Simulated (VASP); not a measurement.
Input of a VASP 6.6.1 run:

File INCAR:

```
PREC = Accurate
ENCUT = 600
EDIFF = 1E-7
ISMEAR = 0
SIGMA = 0.03
LREAL = F
LASPH = T
NELM = 80
ALGO = Normal
ISIF = 3
LWAVE = F
LCHARG = F
GGA = PE
IBRION = 2
NSW = 90
EDIFFG = -0.005
PSTRESS = 720.0
```

Contents of KPOINTS:

```
regular mesh
0
Gamma
  10 10 4
```

Contents of POSCAR:

```
Br                                      
1.0
    2.3966715009     -1.7123728689     -0.0000000000
    2.3966715009      1.7123728689      0.0000000000
    0.0000000000      0.0000000000      7.3948436089
  Br            
     4
Direct
     0.2296829942931911    0.7703170057068087    0.6248120996059571
     0.7703170057068087    0.2296829942931911    0.3751879003940426
     0.2703170057068091    0.7296829942931913    0.1248120996059574
     0.7296829942931913    0.2703170057068091    0.8751879003940429
```

Potentials or basis: VASP PAW PBE potentials, release 64 (Br).

The run is started by

```sh
$ cat potpaw_PBE.64/Br/POTCAR > POTCAR
$ mpirun -np 1 vasp_std > vasp.out
```

Task: Estimate the relaxed volume.

Result: 15.17 Å³/atom.

Task: What does it give for the space group after relaxing (to 0.05 Å)?

Result: Cmce (No. 64).

Task: Estimate the band gap on the k mesh.

Result: None (metal or under the smearing width).

Step by step:
| step | energy change (eV) | largest force (eV/Å) | pressure (GPa) | volume (Å³) |
| --- | --- | --- | --- | --- |
| 1 | 0.0000 | 0.0048 | 71.97 | 60.70 |
| 2 | 0.0128 | 0.0048 | 72.06 | 60.67 |
| 3 | 0.0060 | 0.0030 | 72.03 | 60.68 |

Caveat: the cell is relaxed towards a set pressure, so the enthalpy falls and the energy may rise.
